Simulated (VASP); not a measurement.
Input of a VASP 6.6.1 run:

File INCAR:

```
PREC     = Accurate       # precision mode
ENCUT    = 520            # plane-wave cutoff, eV
EDIFF    = 1E-6           # SCF threshold, eV
ISMEAR   = -1             # smearing method
SIGMA    = 0.05           # smearing width, eV
LREAL    = False          # projectors in reciprocal space
LASPH    = True           # aspherical terms in the spheres
NELM     = 150            # most SCF steps
ALGO     = Normal         # electronic algorithm
ISIF     = 2              # what is computed and relaxed
LWAVE    = False          # write WAVECAR
LCHARG   = False          # write CHGCAR
ISPIN    = 2              # spin polarisation
MAGMOM   = 0.5            # initial moments
LORBIT   = 11             # projections on sites
LMAXMIX  = 4              # l up to which the mixer works
GGA      = CA             # functional
NBANDS   = 15             # bands
```

The input KPOINTS:

```
regular mesh
0
Gamma
  24 24 24
```

The input POSCAR:

```
Pd
1.0
   -1.5278890429      1.5278890429      1.5278890429
    1.5278890429     -1.5278890429      1.5278890429
    1.5278890429      1.5278890429     -1.5278890429
Pd
1
Direct
    0.0000000000      0.0000000000      0.0000000000
```

Potentials or basis: VASP PAW LDA potentials, release 64 (Pd).

The run is started by

```console
$ cat potpaw_LDA.64/Pd/POTCAR > POTCAR
$ mpirun -np 1 vasp_std > vasp.out
```

Q: Estimate the band gap on the k mesh.

A: None (metal or under the smearing width).

Q: Estimate the net moment.

A: 0.00 μB per cell.
